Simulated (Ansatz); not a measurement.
TaSi2:

```
Ta Si
1.0
     4.78390    0.00000    0.00000
    -2.39195    4.14298    0.00000
     0.00000    0.00000    6.57000
Ta Si
3 6
Direct
  0.00000 0.50000 0.33333
  0.50000 0.50000 0.66667
  0.50000 0.00000 0.00000
  0.31794 0.15897 0.33333
  0.15897 0.84103 0.66667
  0.84103 0.68206 0.00000
  0.68206 0.84103 0.33333
  0.84103 0.15897 0.66667
  0.15897 0.31794 0.00000
```

A run of Ansatz 0.2.0 on this cell left the log below. Logs are shortened: lines on timing, memory, paths and dates and some standing lists are left out, and cuts for length are marked.

```text
Warning: RAYON_NUM_THREADS=4 ignored (pool sized by the plan → 4); use --threads N
Engine: ansatz 0.2.0, aarch64-unknown-linux-gnu
Pseudopotentials: kind: paw
Pseudopotential: Ta, paw, valence charge 13, recommended cutoff 420 eV (normal), Ta.paw.azcp
Pseudopotential: Si, paw, valence charge 4, recommended cutoff 420 eV (normal), Si.paw.azcp
Functional definition: PBEsol
  exchange = pbesol_x
  correlation = pbesol_c
Crystal: 9 atoms, lattice volume = 130.215 Å³
Basis set: ecut = 420 eV, 2523 PW (Γ), exchange–correlation on 64×64×90 points (8 copies of the dense FFT grid, shifted against one another)
Bands: 41, of which v1, the nominal top of the filled ones, is band 32 counted from 1 (31 counted from 0)
Symmetry: 12 space group operations
Space group: P6422 (ITA 181), of the structure as read, at distance tolerance 5.1e-5 Å
k-points: 24 of 196 (time reversal used)
Non-local potential: Ta, projectors of the file, l = 0: 3, l = 1: 2, l = 2: 2, l = 3: 1
Non-local potential: Si, projectors of the file, l = 0: 2, l = 1: 2, l = 2: 2
PAW form: soft (Blöchl's): semilocal exchange-correlation on the pseudo side does not see the compensation charge
PAW frozen core: Ta, regenerated for the run's functional, and the local potential with it (the file was generated under x = pbe(κ = 0.804, μ = 0.2195149727645171), c = pbe(β = 0.06672455060314922))
PAW frozen core: Si, regenerated for the run's functional, and the local potential with it (the file was generated under x = pbe(κ = 0.804, μ = 0.2195149727645171), c = pbe(β = 0.06672455060314922))
PAW one-centre angular grid: Ta, 590 points (default); XC on 64 Gauss nodes
PAW one-centre angular grid: Si, 110 points (default); XC on 64 Gauss nodes
[... 89 lines left out ...]
--- Stress (GPa, compression-positive) ---
        0.004692       0.000000      -0.000000
       -0.000000       0.004692       0.000000
       -0.000000       0.000000      -0.002590
  P = ⅓ Tr σ = 0.0023 GPa (0.023 kbar)
--- Band table (eV; the first three rows and the last of 24) ---
  k-point 0: bands = ["-52.2564", "-52.2402", "-52.2402", "-18.9656", "-18.9656", "-18.9603", "-18.8935", "-18.8935", "-18.7938", "-18.7911", "-18.7820", "-18.7820", "1.8468", "5.1737", "5.1737", "8.6883", "9.3974", "9.3974", "9.4033", "9.4033", "10.5066", "11.3806", "11.3806", "11.7621", "12.7323", "12.7323", "12.7822", "12.7822", "12.9102", "13.0730", "13.0730", "13.8115", "15.9838", "18.3219", "18.3219", "18.7913", "18.9064", "18.9097", "19.2460", "19.2460", "19.3791"]
  k-point 1: bands = ["-52.2550", "-52.2456", "-52.2362", "-19.0030", "-18.9495", "-18.9117", "-18.8995", "-18.8976", "-18.8104", "-18.8040", "-18.7954", "-18.7564", "2.0924", "3.8819", "6.4479", "8.8931", "9.0249", "9.3385", "9.7635", "9.8888", "10.3147", "10.4543", "10.8030", "11.1620", "12.5416", "12.8331", "12.9987", "13.0249", "13.1606", "13.2596", "13.7198", "14.2681", "16.6988", "17.5896", "18.1170", "18.6564", "18.7826", "18.8306", "19.1705", "19.2579", "19.4216"]
  k-point 2: bands = ["-52.2510", "-52.2510", "-52.2348", "-19.0162", "-18.9226", "-18.9226", "-18.9026", "-18.8545", "-18.8545", "-18.8043", "-18.8043", "-18.7461", "2.8007", "2.8007", "7.2332", "8.8859", "8.9186", "9.3870", "9.3870", "10.2699", "10.2699", "10.3490", "10.3490", "11.0561", "12.4794", "12.6084", "12.6084", "13.0028", "13.3339", "13.5246", "13.5246", "16.3873", "16.3873", "17.9781", "17.9781", "18.7331", "18.7982", "18.7982", "18.8646", "18.9344", "19.2301"]
  k-point 23: bands = ["-52.2508", "-52.2444", "-52.2414", "-19.0078", "-18.9812", "-18.9802", "-18.8812", "-18.8603", "-18.8196", "-18.7831", "-18.7820", "-18.7603", "4.6226", "4.6546", "5.4744", "6.2821", "6.4310", "7.5155", "9.8931", "10.0068", "10.7544", "11.0164", "12.3853", "12.4566", "12.6379", "12.7143", "12.7427", "12.8695", "14.1687", "14.7505", "14.8116", "15.3101", "16.3642", "16.9648", "17.0834", "17.5978", "17.6133", "18.2664", "18.6597", "18.7851", "19.0892"]
--- Relaxed structure (4 steps of the walk, 4 accepted, 1 SCFs on fresh bases) ---
  F+E_penalty+E_count = -33153.72214113 eV   max|allowed force component| = 2.625e-3 eV/Å   (the final SCF, on the basis selected at the relaxed cell)
  cell:  # Å, volume = 128.6278 Å³
    - [4.756499923559594, -3.3921998370467526e-33, 5.75489219480701e-19]
    - [-2.378249961779797, 4.1192497669013495, -2.044055431023987e-18]
    - [7.903518409607133e-19, -2.7851848375466463e-18, 6.564916933112292]
  atoms:
    - { symbol: Ta, position: [5.730231527946624e-20, 0.5, 0.33333333333333337] }
    - { symbol: Ta, position: [0.5, 0.5, 0.6666666666666667] }
    - { symbol: Ta, position: [0.5, 9.304756610208467e-20, -8.425943506694157e-35] }
    - { symbol: Si, position: [0.3191322859508337, 0.15956614297541685, 0.33333333333333337] }
    - { symbol: Si, position: [0.15956614297541677, 0.8404338570245831, 0.6666666666666667] }
    - { symbol: Si, position: [0.8404338570245833, 0.6808677140491665, -5.564764018955202e-20] }
    - { symbol: Si, position: [0.6808677140491662, 0.8404338570245831, 0.33333333333333337] }
    - { symbol: Si, position: [0.8404338570245832, 0.15956614297541685, 0.6666666666666667] }
    - { symbol: Si, position: [0.15956614297541685, 0.3191322859508337, 5.564764018955229e-20] }
```

Problem. What input gives this log?

Solution. Relaxation of cell and atoms with PBEsol, no spin polarisation. The files as run (others can give the same):

input.yaml
```yaml
crystal:
  lattice:
    - [4.7839, 0.0, 0.0]
    - [-2.39195, 4.1429789292, 0.0]
    - [0.0, 0.0, 6.57]
  atoms:
    - { symbol: Ta, position: [0.0, 0.5, 0.3333333333] }
    - { symbol: Ta, position: [0.5, 0.5, 0.6666666667] }
    - { symbol: Ta, position: [0.5, 0.0, 0.0] }
    - { symbol: Si, position: [0.31794, 0.15897, 0.3333333333] }
    - { symbol: Si, position: [0.15897, 0.84103, 0.6666666667] }
    - { symbol: Si, position: [0.84103, 0.68206, 0.0] }
    - { symbol: Si, position: [0.68206, 0.84103, 0.3333333333] }
    - { symbol: Si, position: [0.84103, 0.15897, 0.6666666667] }
    - { symbol: Si, position: [0.15897, 0.31794, 0.0] }
hamiltonian:
  xc: pbesol
  pseudopotentials: { kind: paw }
kpoints:
  mp_grid: { grid: [7, 7, 4] }
scf:
  occupations: { method: fermi_dirac, width: 0.05 }
output:
  forces: true
  stress: true
  eigenvalues: true
relax:
  f_tol: 0.01
  max_steps: 40
  cell: { stress_tol: 0.05 }
```

Potentials or basis: Ansatz PAW.
Launch:
```console
$ ansatz run input.yaml --threads 4 --pin off --max-ram 11264MiB --backend cpu --events-out ev --progress --plain --runs-dir out
```

Caveat: the plane-wave basis is chosen anew once the cell has moved, so the energies of steps on either side of that aren't comparable; the PAW data sets come from PBE, with cores solved anew for the run's functional, which leaves a small shift of forces and pressure.
